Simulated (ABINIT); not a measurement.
Input of an ABINIT 10.8.3 (patched build) run:

run.abi

```
pp_dirpath "./"
pseudos "49_In_13_2.5_3.1_pbe_n_v1.0.psp8, 15_P_5_1.8_1.9_pbe_n_v1.0.psp8"

acell 3*1.0
rprim
     0.0000000000     5.5378424082     5.5378424082
     5.5378424082     0.0000000000     5.5378424082
     5.5378424082     5.5378424082     0.0000000000
ntypat 2
znucl 49 15
natom 2
typat 1 2
xcart
     0.0000000000     0.0000000000     0.0000000000
     8.3067636123     8.3067636123     8.3067636123

ecut 25.0

kptopt 1
ngkpt 6 6 6
nshiftk 1
shiftk 0.0 0.0 0.0

ixc 11

nband 13
occopt 3
tsmear 0.05 eV

nstep 100
tolvrs 1.0e-10

iomode 3
prtwf 0
prtden 0
prteig 0
prtebands 0
prtvol 2
```

Potentials or basis: SPMS NC PBE v1.0.

Command:

```console
$ abinit run.abi > log 2>&1
```

Task: Predict the pressure.

Result: 3.5 GPa.

Task: Predict the band gap on the k mesh.

Result: 0.71 eV, direct.

Caveat: spin-orbit coupling is left out, which moves the levels of the heavy elements.

**Experimental background.**

From a printed reference work, data compilation, for a bulk crystal of InP at 1.6 K: band gap 1.4236 eV (direct).

Measured gap of InP: 1.4236 eV (direct; 1.6 K; a printed reference work, data compilation). This calculation gives 0.71 eV (-0.71 eV). Spin-orbit coupling on In is left out. The value is that of PBE, without temperature or zero-point motion. Semilocal functionals fall short of measured gaps as a rule.
